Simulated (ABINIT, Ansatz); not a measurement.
# A GW chain in ABINIT: NaCl (Fm-3m)

How does a plane-wave GW calculation on NaCl (Fm-3m) run from the first input to the gap?

Main program and level: ABINIT 10.8.3; PBE and many-body steps on it, plane waves.

The database entry behind the starting cell differs from later determinations by our own check (an axis about 0.4 % short against later determinations), so it need not match the best structure at ambient conditions.

**1. The structure**

Symmetry: Fm-3m, No. 225, cubic system. Conventional cell: a = 5.620 Å, b = 5.620 Å, c = 5.620 Å, α = 90.00°, β = 90.00°, γ = 90.00°. Nearest to Na lie 6 Cl at 2.81 Å. Cl has 6 Na at 2.81 Å nearest. Farther neighbours and most contacts between anions are not listed.

The cell and positions come from the Crystallography Open Database and are kept as given unless a step says otherwise.

**2. Ground state**

This step: ABINIT 10.8.3; DFT, PBE, plane waves, norm-conserving pseudopotentials.

The ground-state density comes first.

File run.abi:

```
acell 3*1.0 Angstrom
rprim 
  0.000000000000 2.810000000000 2.810000000000
  2.810000000000 0.000000000000 2.810000000000
  2.810000000000 2.810000000000 0.000000000000
ntypat 2
znucl 11 17
natom 2
typat 1 2
xred 
  0.000000000000 0.000000000000 0.000000000000
  0.500000000000 0.500000000000 0.500000000000
pp_dirpath "pseudos"
pseudos "Na.upf, Cl.upf"
ecut 38
ngkpt 6 6 6
nshiftk 1
shiftk 0 0 0
kptopt 1
chksymbreak 0
nband 13
occopt 1
tolvrs 1e-10
nstep 60
prtwf 0
optforces 0
optstress 0
indata_prefix "in"
outdata_prefix "out"
tmpdata_prefix "tmp"
```

On the command line:

```console
> OMP_NUM_THREADS=1 mpirun -n 4 abinit run.abi > log
```

Numbers of over 12 decimals in the logs are rounded to 6 here.

The program printed:

```text
.Version 10.8.3 of ABINIT. v10.8.2 released Aug 2026.

 Symmetries : space group Fm -3 m (#225); Bravais cF (face-center cubic)
================================================================================
 Values of the parameters that define the memory need of the present run
     intxc =       0    ionmov =       0      iscf =       7    lmnmax =       6
     lnmax =       6     mgfft =      45  mpssoang =       3    mqgrid =    3001
     natom =       2  nloc_mem =       1    nspden =       1   nspinor =       1
    nsppol =       1      nsym =      48    n1xccc =    2501    ntypat =       2
    occopt =       1   xclevel =       2
-    mband =          13        mffmem =           1         mkmem =           4
       mpw =        3377          nfft =       91125          nkpt =          16
================================================================================
  Rough estimation (10% accuracy) of disk space for files :
================================================================================

--------------------------------------------------------------------------------
------------- Echo of variables that govern the present computation ------------
--------------------------------------------------------------------------------
 -outvars: echo values of preprocessed input variables --------
            acell      1.8897261259E+00  1.8897261259E+00  1.8897261259E+00 Bohr

      chksymbreak           0
             ecut      3.80000000E+01 Hartree
-          fftalg         312

              ixc     -101130
              kpt      0.00000000E+00  0.00000000E+00  0.00000000E+00
                       1.66666667E-01  0.00000000E+00  0.00000000E+00
                       3.33333333E-01  0.00000000E+00  0.00000000E+00
                       5.00000000E-01  0.00000000E+00  0.00000000E+00
                       1.66666667E-01  1.66666667E-01  0.00000000E+00
                       3.33333333E-01  1.66666667E-01  0.00000000E+00
                       5.00000000E-01  1.66666667E-01  0.00000000E+00
                      -3.33333333E-01  1.66666667E-01  0.00000000E+00
                      -1.66666667E-01  1.66666667E-01  0.00000000E+00
   [... 5 further rows ...]
                      -3.33333333E-01  3.33333333E-01  1.66666667E-01
                      -3.33333333E-01  5.00000000E-01  1.66666667E-01
         kptrlatt        6    0    0      0    6    0      0    0    6
          kptrlen      4.50579507E+01
P           mkmem           4
            natom           2
            nband          13
            ngfft          45      45      45
             nkpt          16
            nstep          60
             nsym          48
           ntypat           2
              occ      2.000000  2.000000  2.000000  2.000000  2.000000  2.000000
                       2.000000  2.000000  0.000000  0.000000  0.000000  0.000000
                       0.000000
        optforces           0
        optstress           0
            prtwf           0
            rprim      0.0000000000E+00  2.8100000000E+00  2.8100000000E+00
[...]
spgroup         225

           tolvrs      1.00000000E-10

             xred      0.0000000000E+00  0.0000000000E+00  0.0000000000E+00
[...]
znucl       11.00000   17.00000

================================================================================

 chkinp: Checking input parameters for consistency.

================================================================================
== DATASET  1 ==================================================================
-   mpi_nproc: 4, omp_nthreads: 1 (-1 if OMP is not activated)

--- !DatasetInfo
iteration_state: {dtset: 1, }
dimensions: {natom: 2, nkpt: 16, mband: 13, nsppol: 1, nspinor: 1, nspden: 1, mpw: 3377, }
cutoff_energies: {ecut:  38.0, pawecutdg:  -1.0, }
electrons: {nelect:   1.60000000E+01, charge:   0.00000000E+00, occopt:   1.00000000E+00, tsmear:   1.00000000E-02, }

 Real(R)+Recip(G) space primitive vectors, cartesian coordinates (Bohr,Bohr^-1):
 R(1)=  0.0000000  5.3101304  5.3101304  G(1)= -0.0941596  0.0941596  0.0941596
 R(2)=  5.3101304  0.0000000  5.3101304  G(2)=  0.0941596 -0.0941596  0.0941596
 R(3)=  5.3101304  5.3101304  0.0000000  G(3)=  0.0941596  0.0941596 -0.0941596
 Unit cell volume ucvol=  2.9946465E+02 bohr^3
 Angles (23,13,12)=  6.00000000E+01  6.00000000E+01  6.00000000E+01 degrees

 getcut: wavevector=  0.0000  0.0000  0.0000  ngfft=  45  45  45
         ecut(hartree)=     38.000   => boxcut(ratio)=   2.11142

--- Pseudopotential description ------------------------------------------------
- Na Generated using ONCVPSP code by D. R. Hamann
- 11.00000   9.00000  171031                  znucl, zion, pspdat
12 -101130 1 -1 1992                          pspcod,pspxc,lmax,lloc,mmax
     nproj     2     2     0
  pspatm : epsatm=    9.36084378
         --- l  ekb(1:nproj) -->
[...]
pspatm: atomic psp has been read  and splines computed

- Cl Generated using ONCVPSP code by D. R. Hamann
- 17.00000   7.00000  171031                  znucl, zion, pspdat
12 -101130 2 -1 1028                          pspcod,pspxc,lmax,lloc,mmax
     nproj     2     2     2
  pspatm : epsatm=    9.12776517
         --- l  ekb(1:nproj) -->
[...]
2   -2.938609   -0.805455
 pspatm: atomic psp has been read  and splines computed

   2.95817743E+02                                ecore*ucvol(ha*bohr**3)
--------------------------------------------------------------------------------

_setup2: Arith. and geom. avg. npw (full set) are    3353.282    3353.266

================================================================================

--- !BeginCycle
iteration_state: {dtset: 1, }
solver: {iscf: 7, nstep: 60, nline: 4, wfoptalg: 0, }
tolerances: {tolvrs: 1.00E-10, }

     iter   Etot(hartree)      deltaE(h)  residm     vres2
 ETOT  1  -62.210141125567    -6.221E+01 1.442E-01 1.103E+02
 ETOT  2  -62.245036518895    -3.490E-02 1.735E-03 9.286E+00
 ETOT  3  -62.246103774477    -1.067E-03 3.238E-04 4.789E-01
 ETOT  4  -62.246123365856    -1.959E-05 5.804E-05 4.443E-02
 ETOT  5  -62.246124953469    -1.588E-06 3.161E-05 2.052E-03
 ETOT  6  -62.246125381955    -4.285E-07 1.100E-05 3.957E-05
 ETOT  7  -62.246125384849    -2.894E-09 4.661E-05 3.905E-07
 ETOT  8  -62.246125384858    -8.711E-12 2.216E-05 1.135E-08
 ETOT  9  -62.246125384855     2.267E-12 7.450E-05 3.136E-11

 At SCF step    9       vres2   =  3.14E-11 < tolvrs=  1.00E-10 =>converged.

--- !ResultsGS
iteration_state: {dtset: 1, }
comment   : Summary of ground state results
lattice_vectors:
- [  0.0000000,   5.3101304,   5.3101304, ]
- [  5.3101304,   0.0000000,   5.3101304, ]
- [  5.3101304,   5.3101304,   0.0000000, ]
lattice_lengths: [   7.50966,    7.50966,    7.50966, ]
lattice_angles: [ 60.000,  60.000,  60.000, ] # degrees, (23, 13, 12)
lattice_volume:   2.9946465E+02
convergence: {deltae:  2.267E-12, res2:  3.136E-11, residm:  7.450E-05, diffor:  0.000E+00, }
etotal    :  -6.22461254E+01
entropy   :   0.00000000E+00
fermie    :  -1.97941144E-02
cartesian_stress_tensor: null
pressure_GPa: null
xred      :
- [  0.0000E+00,   0.0000E+00,   0.0000E+00, Na]
- [  5.0000E-01,   5.0000E-01,   5.0000E-01, Cl]
cartesian_forces: null
force_length_stats: {min: null, max: null, mean: null, }

 Integrated electronic density in atomic spheres:
 ------------------------------------------------
 Atom  Sphere_radius  Integrated_density
    1        2.00000          7.93502278
    2        2.00000          5.09664831
================================================================================

 ----iterations are completed or convergence reached----

 Mean square residual over all n,k,spin=   35.874E-08; max=  74.497E-06
 reduced coordinates (array xred) for    2 atoms
       0.000000000000      0.000000000000      0.000000000000
       0.500000000000      0.500000000000      0.500000000000
 rms dE/dt=  0.0000E+00; max dE/dt=  0.0000E+00; dE/dt below (all hartree)
    1       0.000000000000      0.000000000000      0.000000000000
    2       0.000000000000      0.000000000000      0.000000000000

 cartesian coordinates (angstrom) at end:
    1      0.000000     0.000000     0.000000
    2      2.810000     2.810000     2.810000
 length scales=  1.889726125908  1.889726125908  1.889726125908 bohr
              =  1.000000000000  1.000000000000  1.000000000000 angstroms
 prteigrs : about to open file out_EIG
 Fermi (or HOMO) energy (hartree) =  -0.01979   Average Vxc (hartree)=  -0.30314
 Eigenvalues (hartree) for nkpt=  16  k points:
 kpt#   1, nband= 13, wtk=  0.00463, kpt=  0.0000  0.0000  0.0000 (reduced coord)
  -1.81703   -0.78519   -0.78519   -0.78519   -0.48579   -0.01979   -0.01979   -0.01979
   0.16946    0.38673    0.38673    0.38673    0.46359
 prteigrs : prtvol=0 or 1, do not print more k-points.

--- !EnergyTerms
iteration_state     : {dtset: 1, }
comment             : Components of total free energy in Hartree
kinetic             :  3.34862313071809E+01
hartree             :  2.06310918540452E+01
xc                  : -1.14207246721135E+01
Ewald energy        : -3.45254426906187E+01
psp_core            :  9.87821926770297E-01
local_psp           : -5.87905077046436E+01
non_local_psp       : -1.26145954054759E+01
total_energy        : -6.22461253848553E+01
total_energy_eV     : -1.69380336016306E+03
band_energy         : -9.59497912475699E+00

== END DATASET(S) ==============================================================
================================================================================

 -outvars: echo values of variables after computation  --------
           etotal     -6.2246125385E+01
            nband          13
             nkpt          16
          spgroup         225
 [... the other variables as echoed above ...]

 Calculation completed.
```

The job ended after 8.8 s (4 MPI ranks of Arm Neoverse V1, shared host; peak memory 0.32 GiB; 35 s of CPU time).

Numbers from this step:

| Property | Result |
| --- | --- |
| total energy | -1693.8034 eV |
| gap | 5.150 eV |
| k of the valence top | 0, 0, 0 |
| k of the conduction bottom | 0, 0, 0 |
| least direct gap | 5.150 eV |

The gap is direct, at Γ.

(Continued in part 2 of 3.)

[Paths, hosts, dates, memory and timing lines, banners, echoed tables and standing remarks are left out of the program output.]

[Logs are printed without paths, hosts, clocks, repeated set-up lines and the standing remarks that a program may print on its own settings, such as how far it seeks lower states.]

[Runs of the session that timed out or met a known fault of the program may be left out.]

[Hosts, paths, dates, database ids (printed as entryN), source tags and the programs' standing remarks are cut or masked in the printed files.]

[G0W0 gaps are taken among the corrected bands and points alone; a level outside them can change the order at an edge.]

[Where Ansatz stands beside ABINIT at settings called matched, ABINIT's density can come from a denser mesh and the files from another edition; pairs whose starting gaps differed by over 0.03 eV were left out, so agreement reads better than it is.]
